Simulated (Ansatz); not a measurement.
# SiO2: the cost of one run

Computed with Ansatz 0.2.0 (DFT PBE, scalar-relativistic, plane waves, PAW, unless a step's input says otherwise).

### Step 1. The starting structure

The structure is tetragonal, space group P4_12_12 (No. 92). Conventional cell: a = 4.982 Å, b = 4.982 Å, c = 6.963 Å, α = 90.00°, β = 90.00°, γ = 90.00°. Si (site symmetry 2) is surrounded by 4 O at 1.60 to 1.61 Å. O (site symmetry 1) is surrounded by 2 Si at 1.60 to 1.61 Å.

Structure file:

```cif
data_structure
_symmetry_space_group_name_H-M 'P 1'
_symmetry_Int_Tables_number 1
_cell_length_a 9.9058
_cell_length_b 9.9058
_cell_length_c 9.9058
_cell_angle_alpha 119.611
_cell_angle_beta 119.611
_cell_angle_gamma 90.676
_cell_volume 691.30
loop_
_atom_site_label
_atom_site_type_symbol
_atom_site_fract_x
_atom_site_fract_y
_atom_site_fract_z
_atom_site_occupancy
Si1 Si 0.14949 0.14949 0.29897 1
Si2 Si 0.64948 0.64948 0.29897 1
Si3 Si 0.64948 0.14949 0.79897 1
Si4 Si 0.14949 0.64948 0.79897 1
Si5 Si 0.02448 0.22551 0.00000 1
Si6 Si 0.52448 0.72552 0.00000 1
Si7 Si 0.52448 0.22551 0.50000 1
Si8 Si 0.02448 0.72552 0.50000 1
Si9 Si 0.60052 0.10051 0.20103 1
Si10 Si 0.10051 0.60052 0.20103 1
Si11 Si 0.10051 0.10051 0.70103 1
Si12 Si 0.60052 0.60052 0.70103 1
Si13 Si 0.47552 0.27448 0.00000 1
Si14 Si 0.97552 0.77448 0.00000 1
Si15 Si 0.97552 0.27448 0.50000 1
Si16 Si 0.47552 0.77448 0.50000 1
O1 O 0.14080 0.20901 0.17168 1
O2 O 0.64080 0.70901 0.17168 1
O3 O 0.64080 0.20901 0.67168 1
O4 O 0.14080 0.70901 0.67168 1
O5 O 0.08401 0.41233 0.06821 1
O6 O 0.58401 0.91233 0.06821 1
O7 O 0.58401 0.41233 0.56821 1
O8 O 0.08401 0.91233 0.56821 1
O9 O 0.78733 0.21912 0.32832 1
O10 O 0.28733 0.71912 0.32832 1
O11 O 0.28733 0.21912 0.82832 1
O12 O 0.78733 0.71912 0.82832 1
O13 O 0.09412 0.26580 0.43179 1
O14 O 0.59412 0.76580 0.43179 1
O15 O 0.59412 0.26580 0.93179 1
O16 O 0.09412 0.76580 0.93179 1
O17 O 0.48420 0.15588 0.06821 1
O18 O 0.98420 0.65588 0.06821 1
O19 O 0.98420 0.15588 0.56821 1
O20 O 0.48420 0.65588 0.56821 1
O21 O 0.54099 0.10920 0.32832 1
O22 O 0.04099 0.60920 0.32832 1
O23 O 0.04099 0.10920 0.82832 1
O24 O 0.54099 0.60920 0.82832 1
O25 O 0.33767 0.16599 0.43179 1
O26 O 0.83767 0.66599 0.43179 1
O27 O 0.83767 0.16599 0.93179 1
O28 O 0.33767 0.66599 0.93179 1
O29 O 0.53088 0.46267 0.17168 1
O30 O 0.03088 0.96267 0.17168 1
O31 O 0.03088 0.46267 0.67168 1
O32 O 0.53088 0.96267 0.67168 1
```

The runs take a perfect supercell of 48 atoms; the defect goes to fractional position (0.149, 0.149, 0.299).

### Step 2. The perfect supercell

The input, input.yaml:

```yaml
crystal:
  lattice:
    - [-4.982, 4.982, 6.963]
    - [4.982, -4.982, 6.963]
    - [4.982, 4.982, -6.963]
  atoms:
    - { symbol: Si, position: [0.149485, 0.149485, 0.29897] }
    - { symbol: Si, position: [0.649485, 0.649485, 0.29897] }
    - { symbol: Si, position: [0.649485, 0.149485, 0.79897] }
    - { symbol: Si, position: [0.149485, 0.649485, 0.79897] }
    - { symbol: Si, position: [0.024485, 0.225515, 0.0] }
    - { symbol: Si, position: [0.524485, 0.725515, 0.0] }
    - { symbol: Si, position: [0.524485, 0.225515, 0.5] }
    - { symbol: Si, position: [0.024485, 0.725515, 0.5] }
    - { symbol: Si, position: [0.600515, 0.100515, 0.20103] }
    - { symbol: Si, position: [0.100515, 0.600515, 0.20103] }
    - { symbol: Si, position: [0.100515, 0.100515, 0.70103] }
    - { symbol: Si, position: [0.600515, 0.600515, 0.70103] }
    - { symbol: Si, position: [0.475515, 0.274485, 0.0] }
    - { symbol: Si, position: [0.975515, 0.774485, 0.0] }
    - { symbol: Si, position: [0.975515, 0.274485, 0.5] }
    - { symbol: Si, position: [0.475515, 0.774485, 0.5] }
    - { symbol: O, position: [0.1408, 0.20901, 0.17168] }
    - { symbol: O, position: [0.6408, 0.70901, 0.17168] }
    - { symbol: O, position: [0.6408, 0.20901, 0.67168] }
    - { symbol: O, position: [0.1408, 0.70901, 0.67168] }
    - { symbol: O, position: [0.08401, 0.41233, 0.06821] }
    - { symbol: O, position: [0.58401, 0.91233, 0.06821] }
    - { symbol: O, position: [0.58401, 0.41233, 0.56821] }
    - { symbol: O, position: [0.08401, 0.91233, 0.56821] }
    - { symbol: O, position: [0.78733, 0.21912, 0.32832] }
    - { symbol: O, position: [0.28733, 0.71912, 0.32832] }
    - { symbol: O, position: [0.28733, 0.21912, 0.82832] }
    - { symbol: O, position: [0.78733, 0.71912, 0.82832] }
    - { symbol: O, position: [0.09412, 0.2658, 0.43179] }
    - { symbol: O, position: [0.59412, 0.7658, 0.43179] }
    - { symbol: O, position: [0.59412, 0.2658, 0.93179] }
    - { symbol: O, position: [0.09412, 0.7658, 0.93179] }
    - { symbol: O, position: [0.4842, 0.15588, 0.06821] }
    - { symbol: O, position: [0.9842, 0.65588, 0.06821] }
    - { symbol: O, position: [0.9842, 0.15588, 0.56821] }
    - { symbol: O, position: [0.4842, 0.65588, 0.56821] }
    - { symbol: O, position: [0.54099, 0.1092, 0.32832] }
    - { symbol: O, position: [0.04099, 0.6092, 0.32832] }
    - { symbol: O, position: [0.04099, 0.1092, 0.82832] }
    - { symbol: O, position: [0.54099, 0.6092, 0.82832] }
    - { symbol: O, position: [0.33767, 0.16599, 0.43179] }
    - { symbol: O, position: [0.83767, 0.66599, 0.43179] }
    - { symbol: O, position: [0.83767, 0.16599, 0.93179] }
    - { symbol: O, position: [0.33767, 0.66599, 0.93179] }
    - { symbol: O, position: [0.53088, 0.46267, 0.17168] }
    - { symbol: O, position: [0.03088, 0.96267, 0.17168] }
    - { symbol: O, position: [0.03088, 0.46267, 0.67168] }
    - { symbol: O, position: [0.53088, 0.96267, 0.67168] }
basis:
  ecutwfc: 420
  fft_grid_basis: typed
kpoints:
  mp_grid: { grid: [2, 2, 2] }
hamiltonian:
  xc: pbe
  pseudopotentials: { kind: paw }
scf:
  occupations: { method: gaussian, width: 0.05 }
output:
  forces: true
  stress: false
  eigenvalues: true
  bader: false
  write_density: true
  volumetric_format: npy
```

The run is started by

```bash
$ ansatz run input.yaml --threads 4 --pin off --max-ram 10240MiB --backend cpu --events-out ev --progress --plain --runs-dir out
```

**Question.** How long does this run take on 4 threads of AMD EPYC 9R45 (Zen 5), shared host, and how much memory does it need?

About 2.6 s, with a peak of 2.5 GiB.
